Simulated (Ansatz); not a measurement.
# HfB2/SiC/ZrB2: predicting the conductance of a thicker barrier

Set-up. Ansatz 0.2.0, plane waves with PAW datasets, PBE. Interfaces are relaxed in a short slab (with D3(BJ) where the barrier is layered), set between ideal electrode layers that go on as semi-infinite leads, and the zero-bias conductance G at 300 K comes from T(E) on a typed mesh. The error is the largest of the program's estimates from energy step, mesh, the leads' potential steps and neutrality; its separate bound for narrow resonances between the energies solved isn't counted and can be far larger. The lower electrode is HfB2 (AlB2 0001), the upper ZrB2 (AlB2 0001) and the barrier SiC (zinc blende 111), on a net of side 3.15 Å; d is the distance between the electrodes' last planes.

What is known so far:

```tsv
planes in the barrier	d (Å)	G (S/m²)	error (%)	lead step (meV)
4	7.69	1.09e14	56	68
6	10.20	5.12e13	93	69
8	12.71	1.73e13	86	60
10	15.22	6.55e12	90	60
```

Q: A further run has 12 planes, d = 17.73 Å. Fit G ∝ exp(−βd) to the rows shown and predict its conductance.

Working: Take y = ln G: 32.33, 31.57, 30.48 and 29.51. The means are d = 11.46 Å and y = 30.97; Σ(Δd Δy) = −11.96 and Σ(Δd)² = 31.50, so the slope is −0.380 Å⁻¹ (β = 0.380 Å⁻¹). At d = 17.73 Å, y = 30.97 − 0.380 × 6.28 = 28.59, or G = 2.60e12 S/m².

What the calculation gave: The run gave 1.87e12 S/m², with an error estimate of 82 % and a lead step of 69 meV. The prediction is 1.39 times that, too high by 39 %. That lies within the runs' own error estimates, carried through the fit.

**Limits.** The interfaces are ideal, one cell wide, strained to a common net and relaxed from one registry with their symmetry kept. PBE's gaps are too small, so true decay constants are likely larger where the Fermi level lies deep in a gap. No spin-orbit coupling, phonons, disorder or image charges enter. The rows shown are chosen by tests on error estimates (under 100 to 120 %), lead steps (under 150 meV, though the program warns over 25), intact interfaces and, for fits, a steady trend in the rows shown; the data set holds 414 series of this kind, and not all pass.

[Logs are printed without paths, hosts, clocks, repeated set-up lines and the standing remarks that a program may print on its own settings, such as how far it seeks lower states.]
